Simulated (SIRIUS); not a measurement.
# Zr (P6_3/mmc) in SIRIUS: reference runs

Reference runs on Zr: the cell as given and a disturbed copy.

All numbers are computed with SIRIUS, more than one build; they aren't measurements. Logs are shortened: lines on timing, memory, paths and dates and some standing lists are left out, and cuts for length are marked. The log counts tension as positive stress, the text compression.

**1. The structure**

The structure is hexagonal, space group P6_3/mmc (No. 194). The conventional cell has a = 3.232 Å, b = 3.232 Å, c = 5.147 Å, α = 90.00°, β = 90.00°, γ = 120.00°. Around Zr (site symmetry -6m2) lie 12 Zr at 3.18 to 3.23 Å.

**2. Single point, PBEsol**

File sirius.json:

```json
{
  "control": {
    "processing_unit": "cpu",
    "verbosity": 2,
    "num_bands_to_print": 20,
    "print_forces": true,
    "print_stress": true
  },
  "parameters": {
    "electronic_structure_method": "pseudopotential",
    "xc_functionals": ["XC_GGA_X_PBE_SOL", "XC_GGA_C_PBE_SOL"],
    "gk_cutoff": 8.2,
    "pw_cutoff": 16.4,
    "ngridk": [9, 9, 5],
    "shiftk": [0, 0, 0],
    "smearing": "fermi_dirac",
    "smearing_width": 0.0018374661,
    "num_bands": 20,
    "num_mag_dims": 0,
    "num_dft_iter": 100,
    "energy_tol": 1e-08,
    "density_tol": 1e-06
  },
  "iterative_solver": {
    "type": "davidson",
    "min_tolerance": 1e-09,
    "tolerance_scale": [0.1, 0.25]
  },
  "mixer": {
    "type": "anderson",
    "beta": 0.7,
    "max_history": 8
  },
  "settings": {
    "tol_ne": 1e-10,
    "pseudo_grid_cutoff": 6.5
  },
  "unit_cell": {
    "lattice_vectors": [
      [6.10759483479, 0.0, 0.0],
      [-3.053797417395, 5.289332282892, 0.0],
      [0.0, 0.0, 9.726420363449]
    ],
    "atom_coordinate_units": "lattice",
    "atom_types": ["Zr"],
    "atom_files": {
      "Zr": "Zr.json"
    },
    "atoms": {
      "Zr": [
        [0.6666666667, 0.3333333333, 0.75],
        [0.3333333333, 0.6666666667, 0.25]
      ]
    }
  }
}
```

Potentials or basis: PseudoDojo 0.4.1 PBEsol standard (scalar relativistic).

Launch:

```
$ upf_to_json Zr.upf
$ OMP_NUM_THREADS=1 sirius.scf --input=sirius.json --output=out.json --task=0
```

The program printed:

```text
[info] SIRIUS version : 7.10.0
[info] number of MPI ranks           : 1
[info] MPI grid                      : 1 1
[info] maximum number of OMP threads : 1
[fft] FFT context for density and potential
[fft] =====================================
[fft]   comm size                             : 1
[fft]   plane wave cutoff                     : 16.4
[fft]   grid size                             : 36 36 54   total : 69984
[fft]   grid limits                           : -17 18   -17 18   -26 27
[fft]   number of G-vectors within the cutoff : 11666
[fft]   local number of G-vectors             : 11666
[fft]   number of G-shells                    : 1232
[fft] FFT context for coarse grid
[fft] =====================================
[fft]   comm size                             : 1
[fft]   plane wave cutoff                     : 16.4
[fft]   grid size                             : 36 36 54   total : 69984
[fft]   grid limits                           : -17 18   -17 18   -26 27
[fft]   number of G-vectors within the cutoff : 11666
[fft]   local number of G-vectors             : 11666
[fft]   number of G-shells                    : 1232
[unit cell] lattice vectors
[unit cell]   a1 :       6.1075948348      0.0000000000      0.0000000000
[unit cell]   a2 :      -3.0537974174      5.2893322829      0.0000000000
[unit cell]   a3 :       0.0000000000      0.0000000000      9.7264203634
[unit cell] reciprocal lattice vectors
[unit cell]   b1 :       1.0287495286      0.5939488173     -0.0000000000
[unit cell]   b2 :       0.0000000000      1.1878976345      0.0000000000
[unit cell]   b3 :       0.0000000000     -0.0000000000      0.6459915439
[unit cell] unit cell volume :       314.21296819 [a.u.^3]
[unit cell] 1/sqrt(omega)    :         0.05641414
[unit cell] MT volume        :         0.00000000 ( 0.00%)
[unit cell] IT volume        :       314.21296819 (100.00%)
[unit cell] number of atom types : 1
[unit cell] type id : 0 symbol : Zr mt_radius :  16.030000 num_atoms : 2
[unit cell] total number of atoms : 2
[unit cell] number of symmetry classes : 1
[unit cell] number of PAW atoms : 0
[unit cell] atom id  type id  class id             position                      vector_field
[unit cell] ------------------------------------------------------------------------------------------
[unit cell]      0        0        0      0.66667   0.33333   0.75000      0.00000   0.00000   0.00000
[unit cell]      1        0        0      0.33333   0.66667   0.25000      0.00000   0.00000   0.00000
[unit cell] atom id         position (Cartesian, a.u.)
[unit cell] ---------------------------------------------
[unit cell]      0       3.053797    1.763111    7.294815
[unit cell]      1      -0.000000    3.526222    2.431605
[unit cell] class id : 0 atom id : 0 1
[unit cell] minimum bond length:     6.007083
[unit cell] total number of pseudo wave-functions: 20
[sym] space group number   : 194
[sym] international symbol : P6_3/mmc
[sym] Hall symbol          : -P 6c 2c
[sym] space group transformation matrix :
[sym]   1.0000  0.0000  0.0000
[sym]   0.0000  1.0000  0.0000
[sym]   0.0000  0.0000  1.0000
[sym] space group origin shift :
[sym]   0.0000  0.0000  0.0000
[sym] number of space group operations  : 24
[sym] number of magnetic group operations : 24
[sym] metric tensor error: 6.2162e-10
[sym] rotation matrix error: 1.9242e-11
[sym] symmetry operations
[... list of symmetry operations ...]
[atom type] label          : Zr
[atom type] --------------------------------------------------------------------------------
[atom type] symbol         : Zr
[atom type] name           :
[atom type] zn             : 12
[atom type] mass           : 0
[atom type] mt_radius      : 16.03
[atom type] num_mt_points  : 1604
[atom type] grid_origin    : 0
[atom type] grid_name      : external
[atom type] number of core electrons    : 0
[atom type] number of valence electrons : 12
[atom type] total number of radial functions : 6
[atom type] lmax of radial functions         : 2
[... 12 lines left out ...]
[atom type] spin-orbit coupling              : false
[atom type] atomic wave-functions            : {l: 0}, {l: 1}, {l: 2}, {l: 0}
[info] total nuclear charge               : 24
[info]   number of core electrons         : 0
[... 185 lines left out ...]
[find] Free energy (E-TS)             :    -101.19360842 (Ha),    -202.38721683 (Ry)
[find] band gap (eV)                  :       0.00000000
[find] Efermi                         :       0.51451874
[find] iteration : 7, RMS : 7.458007118652e-07, energy difference : -8.265223527815e-08
[find] Hartree energy of density residual : 1.005095875391e-10
[find] | SCF iteration   8 out of 100|
[diagonalize] iterative solver tolerance (occupied, empty): 1.12072e-08 1.12072e-08
[diagonalize] average number of iterations: 2.44444
[find] Total energy                   :    -101.19299633 (Ha),    -202.38599266 (Ry)
[find] Free energy (E-TS)             :    -101.19360843 (Ha),    -202.38721685 (Ry)
[find] band gap (eV)                  :       0.00000000
[find] Efermi                         :       0.51451709
[find] iteration : 8, RMS : 2.132965692622e-07, energy difference : 7.020474868114e-09
[find] Hartree energy of density residual : 3.930927355434e-12
[find] bands are converged : true
[find] iterative solver converged : false
[find] +------------------------------+
[find] | SCF iteration   9 out of 100|
[find] +------------------------------+
[diagonalize] iterative solver tolerance (occupied, empty): 2.80181e-09 2.80181e-09
[diagonalize] average number of iterations: 2.22222
[diagonalize] Lowest band energies
[diagonalize] ik:    0   -1.277278   -1.271535   -0.489286   -0.456951   -0.456951   -0.451919   -0.451692   -0.451692    0.305646    0.402308    0.545560    0.545560    0.551215    0.557475    0.571114    0.571114    0.592223    0.592223    0.677354    0.677354
[diagonalize] ik:    1   -1.276765   -1.271326   -0.487902   -0.459982   -0.457941   -0.454823   -0.452525   -0.452094    0.318220    0.413636    0.522083    0.533603    0.557341    0.559751    0.570119    0.580995    0.581876    0.582143    0.684863    0.712655
[diagonalize] ik:    2   -1.275416   -1.270841   -0.484079   -0.467645   -0.462410   -0.460314   -0.454366   -0.453218    0.351591    0.436498    0.491046    0.497204    0.541603    0.561779    0.564997    0.591188    0.597987    0.613326    0.697302    0.776052
[diagonalize] ik:    3   -1.273735   -1.270421   -0.478815   -0.476305   -0.470522   -0.462861   -0.457357   -0.454600    0.391507    0.435891    0.456373    0.495364    0.544212    0.546160    0.551276    0.641357    0.642180    0.657751    0.705547    0.826618
[diagonalize] ik:    4   -1.272440   -1.270337   -0.481893   -0.475583   -0.474100   -0.464462   -0.460578   -0.455538    0.415665    0.424445    0.437617    0.503911    0.534468    0.543624    0.564981    0.687327    0.700478    0.707186    0.708970    0.788199
[diagonalize] ...
[diagonalize] ik:   31   -1.271930   -1.271173   -0.483194   -0.480895   -0.465169   -0.462488   -0.460002   -0.457535    0.412236    0.427149    0.472253    0.491854    0.528486    0.543422    0.578439    0.609806    0.669591    0.700414    0.705460    0.722406
[diagonalize] ik:   32   -1.271459   -1.270948   -0.485094   -0.482977   -0.465910   -0.462699   -0.460432   -0.457842    0.411023    0.425278    0.471435    0.488223    0.528326    0.558382    0.589346    0.619692    0.683506    0.697674    0.726447    0.747211
[diagonalize] ik:   33   -1.272015   -1.271217   -0.481163   -0.479339   -0.466228   -0.464810   -0.459761   -0.457168    0.425156    0.434721    0.482802    0.492305    0.515456    0.517917    0.564350    0.598888    0.668726    0.705653    0.717780    0.721086
[diagonalize] ik:   34   -1.271284   -1.270882   -0.482286   -0.480962   -0.470066   -0.467057   -0.459449   -0.457592    0.432283    0.444005    0.476475    0.495274    0.504916    0.523124    0.579105    0.604945    0.674177    0.697286    0.761471    0.769926
[diagonalize] ik:   35   -1.270898   -1.270898   -0.480116   -0.480116   -0.473755   -0.470066   -0.458314   -0.458314    0.460135    0.461090    0.461090    0.471469    0.513958    0.513958    0.580551    0.604128    0.676435    0.676435    0.797403    0.797403
[find] Charges and magnetic moments
[find] --------------------------------------------------------------------------------
[find] total charge          : 24.000000
[find] Energy
[find] --------------------------------------------------------------------------------
[find] valence_eval_sum               :      -7.09784227
[find] <rho|V^{XC}>                   :     -16.53471892
[find] <rho|E^{XC}>                   :     -19.88909824
[find] <mag|B^{XC}>                   :       0.00000000
[find] <rho|V^{H}>                    :      27.34416237
[find] one-electron contribution      :     -17.90728572 (Ha),     -35.81457144 (Ry)
[find] hartree contribution           :      13.67208118
[find] xc contribution                :     -19.88909824
[find] ewald contribution             :     -77.06869030
[find] PAW contribution               :       0.00000000
[find] smearing (-TS)                 :      -0.00061210
[find] SCF correction                 :      -0.00000325
[find] Total energy                   :    -101.19299633 (Ha),    -202.38599266 (Ry)
[find] Free energy (E-TS)             :    -101.19360843 (Ha),    -202.38721686 (Ry)
[find] band gap (eV)                  :       0.00000000
[find] Efermi                         :       0.51451698
[find] iteration : 9, RMS : 5.123790988855e-08, energy difference : 5.149871640242e-10
[find] Hartree energy of density residual : 4.467052851766e-12
[find] bands are converged : true
[find] iterative solver converged : true
[find] converged after 10 SCF iterations!
[find] Charges and magnetic moments
[find] --------------------------------------------------------------------------------
[find] total charge          : 24.000000
[find] Energy
[find] --------------------------------------------------------------------------------
[find] valence_eval_sum               :      -7.09784227
[find] <rho|V^{XC}>                   :     -16.53471892
[find] <rho|E^{XC}>                   :     -19.88909824
[find] <mag|B^{XC}>                   :       0.00000000
[find] <rho|V^{H}>                    :      27.34416237
[find] one-electron contribution      :     -17.90728572 (Ha),     -35.81457144 (Ry)
[find] hartree contribution           :      13.67208118
[find] xc contribution                :     -19.88909824
[find] ewald contribution             :     -77.06869030
[find] PAW contribution               :       0.00000000
[find] smearing (-TS)                 :      -0.00061210
[find] SCF correction                 :      -0.00000325
[find] Total energy                   :    -101.19299633 (Ha),    -202.38599266 (Ry)
[find] Free energy (E-TS)             :    -101.19360843 (Ha),    -202.38721686 (Ry)
[find] band gap (eV)                  :       0.00000000
[find] Efermi                         :       0.51451698
[ground_state] === stress tensor components [kbar] ===
[ground_state] === stress_kin ===
[ground_state] -18022.345247    0.000000    0.000000
[ground_state]     0.000000-18022.345247    0.000000
[ground_state]     0.000000    0.000000-17926.333365
[ground_state] === stress_har ===
[ground_state] -4156.383086    0.000000    0.000000
[ground_state]     0.000000-4156.383086   -0.000000
[ground_state]     0.000000   -0.000000-4488.948078
[ground_state] === stress_ewald ===
[ground_state] 24313.418578   -0.000000    0.000000
[ground_state]    -0.00000024313.418578    0.000000
[ground_state]     0.000000    0.00000023535.647653
[ground_state] === stress_vloc ===
[ground_state]  6750.100692   -0.000000    0.000000
[ground_state]    -0.000000 6750.100692    0.000000
[ground_state]     0.000000    0.000000 7725.527418
[ground_state] === stress_xc ===
[ground_state] -3078.042809    0.000000   -0.000000
[ground_state]     0.000000-3078.042809    0.000000
[ground_state]    -0.000000    0.000000-3078.615189
[ground_state] === stress_core ===
[ground_state]  7895.988548   -0.000000    0.000000
[ground_state]    -0.000000 7895.988548    0.000000
[ground_state]     0.000000    0.000000 7891.851658
[ground_state] === stress_nonloc ===
[ground_state] -13667.931718    0.000000    0.000000
[ground_state]     0.000000-13667.931718    0.000000
[ground_state]     0.000000    0.000000-13632.848605
[ground_state] === stress_us_nl ===
[ground_state] -13667.931718    0.000000    0.000000
[ground_state]     0.000000-13667.931718    0.000000
[ground_state]     0.000000    0.000000-13632.848605
[ground_state] === stress_total ===
[ground_state]    34.804959    0.000000    0.000000
[ground_state]     0.000000   34.804959    0.000000
[ground_state]     0.000000    0.000000   26.281492
[ground_state] ==== total Forces in Ha/bohr =====
[ground_state] atom:    0, force:       0.0000000      0.0000000      0.0000000
[ground_state] atom:    1, force:      -0.0000000     -0.0000000      0.0000000
[ground_state] ==== ultrasoft contribution from Qij =====
[ground_state] atom:    0, force:       0.0000000      0.0000000      0.0000000
[ground_state] atom:    1, force:       0.0000000      0.0000000      0.0000000
[ground_state] ==== non-local contribution from Beta-projector =====
[ground_state] atom:    0, force:       0.0000000      0.0000000      0.0000000
[ground_state] atom:    1, force:       0.0000000     -0.0000000      0.0000000
[ground_state] ==== contribution from local potential =====
[ground_state] atom:    0, force:       0.0000000      0.0000000      0.0000000
[ground_state] atom:    1, force:      -0.0000000     -0.0000000      0.0000000
[ground_state] ==== contribution from core density =====
[ground_state] atom:    0, force:       0.0000000     -0.0000000      0.0000000
[ground_state] atom:    1, force:      -0.0000000      0.0000000      0.0000000
[ground_state] ==== Ewald forces from ions =====
[ground_state] atom:    0, force:       0.0000000      0.0000000      0.0000000
[ground_state] atom:    1, force:      -0.0000000     -0.0000000      0.0000000
[~DFT_ground_state] local op. applied: 15968
[~DFT_ground_state] evp. work count: 3193.32
[~DFT_ground_state] number of iterative solver steps: 872
```

Wall time 29 s (1 thread of Arm Neoverse V2, shared host); peak memory 0.35 GiB.

Results:

* Free energy: -2753.6184 eV
* Pressure: -3.2 GPa
* Band gap on the k mesh: none (metal or under the smearing width)

Stress tensor (GPa, compression positive):
```
-3.48  0.00  0.00
 0.00 -3.48  0.00
 0.00  0.00 -2.63
```

(Continued in part 2 of 2.)
